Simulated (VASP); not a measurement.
Write the native input for VASP 6.6.1 that does the following.

- Task: single point
- Functional: PBE
- Potentials or basis: VASP PAW PBE potentials, release 64 (Cd, S)
- Cutoff: 520 eV
- k mesh: 12 × 12 × 12
- Occupations: gaussian, width 0.02 eV
- Spin: no spin polarisation
- Dipole correction: no
- Further INCAR settings: ALGO = Normal; EDIFF = 1e-06; NBANDS = 16

The structure of CdS (Hawleyite) lies in POSCAR:

```
CdS
1.0
    0.0000000000      2.8569628861      2.8569628861
    2.8569628861      0.0000000000      2.8569628861
    2.8569628861      2.8569628861      0.0000000000
Cd S
1 1
Direct
    0.0000000000      0.0000000000      0.0000000000
    0.7500000000      0.7500000000      0.7500000000
```

These files were run (other wordings do the same):

INCAR

```
  PREC = Accurate
  ENCUT = 520
  EDIFF = 1E-6
  ISMEAR = 0
  SIGMA = 0.02
  LREAL = False
  LASPH = True
  NELM = 100
  ALGO = Normal
  ISIF = 2
  LWAVE = False
  LCHARG = False
  GGA = PE
  NBANDS = 16
```

KPOINTS

```
regular mesh
0
Gamma
  12 12 12
```

Potentials or basis: VASP PAW PBE potentials, release 64 (Cd, S).

Launch:

```bash
$ cat potpaw_PBE.64/Cd/POTCAR potpaw_PBE.64/S/POTCAR > POTCAR
$ mpirun -np 1 vasp_std > vasp.out
```

Results of the run:

```
Pressure               : 8.0 GPa
Band gap on the k mesh : 1.28 eV, direct
```

It took 21 s on 1 thread of Intel(R) Xeon(R) 6975P-C (Granite Rapids) (shared host), peak memory 0.2 GiB.
